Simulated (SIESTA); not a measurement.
Runs of SIESTA 5.4.2 on In. Symmetry: Im-3m, No. 229, cubic system. The conventional cell has a = 3.765 Å, b = 3.765 Å, c = 3.765 Å, α = 90.00°, β = 90.00°, γ = 90.00°. Around In (site symmetry m-3m) lie 8 In at 3.26 Å. This isn't the form of In at room conditions, which is tetragonal.

| task | level | potentials or basis | spin | cell | k mesh | gap on the mesh (eV) | pressure (GPa) |
| --- | --- | --- | --- | --- | --- | --- | --- |
| single point | PBE | PseudoDojo 0.4 standard (PBE files), DZP (energy shift 0.003 Ry; two zetas on semicore shells) | off | cell strained at random at fixed volume | 10 × 10 × 10 | none | 1.5 |
| single point | PBE | PseudoDojo 0.4 standard (PBE files), DZP (energy shift 0.003 Ry; two zetas on semicore shells) | off | as given | 10 × 10 × 10 | none | 1.4 |
| band structure | PBEsol | PseudoDojo 0.4 standard (PBEsol files), DZP (energy shift 0.003 Ry; two zetas on semicore shells) | off | as given | 8 × 8 × 8 | none | (a) |
| band structure | PBEsol | PseudoDojo 0.4 standard (PBEsol files, fully relativistic), DZP (energy shift 0.003 Ry; two zetas on semicore shells) | non-collinear, zero start, SOC | as given | 8 × 8 × 8 | none | -1.2 |

Alike in all rows: smearing fermi-dirac 0.05 eV; grid cutoff 500 Ry; energy shift 0.003 Ry.

**Question.** Estimate the missing entries.

**Answer.** (a) -1.1.

Caveats: the basis of atomic orbitals isn't converged, which shifts pressures, moduli and gaps; spin-orbit coupling is left out, which moves the levels of the heavy elements (some runs).

A k mesh can miss the band edges, and rows without SOC leave out spin-orbit coupling on In.

A gap of «none» marks a metal or a gap under the smearing width.
